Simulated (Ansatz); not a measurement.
**Li2F: balancing the decomposition**

Level of theory: DFT PBE, scalar-relativistic, plane waves, PAW (Ansatz). All cells share a 420 eV cutoff and Γ-centred k meshes spaced at most about 0.3 Å⁻¹ (about 0.25 or finer for metals, 2π included). No spin polarisation.

Formation energies are uncorrected and refer to the elements' standard structures at the same level (F₂ as a molecule).

Temperature and zero-point effects are left out. In Li2F p-3m1 an odd number of electrons in the primitive cell allows no gap without spin; a larger cell or a magnetic state could open one.

A trial sheet of Li2F (reached from: Te2Pt type; relaxed: layer group p-3m1 (No. 72), a = 2.944 Å, b = 2.944 Å, γ = 120.0°, thickness 2.35 Å between the outermost nuclei) has a formation energy of -1.604 eV/atom. At its composition the lowest mixture among the elements and 1 reference phase computed alike (others may be missing) consists of these:

```tsv
phase	source	ΔE_f (eV/atom)
Li (solid)	element	-0.004
LiF (P6_3mc)	Materials Project	-2.953
```

The lowest database cell of Li (-0.004) lies slightly below the reference, hence the non-zero entry.

Problem. Write the balanced decomposition and find its energy per atom, per formula unit and per mole of formula units.

Solution. Balancing Li and F gives Li2F → Li + LiF. The left side holds 3 atoms, and the products take 1/3 (Li) and 2/3 (LiF) of them. The mixture therefore lies at 1/3 × (-0.004) + 2/3 × (-2.953) = -1.970 eV/atom. The reaction energy is -1.970 − (-1.604) = -0.366 eV/atom. Times 3 atoms that is -1.098 eV per Li2F, and times 96.485 it is -106 kJ per mole of Li2F. Decomposition is downhill, so the trial structure is unstable against this mixture. The rivals are bulk phases, so the margin includes the cost of making a free sheet.
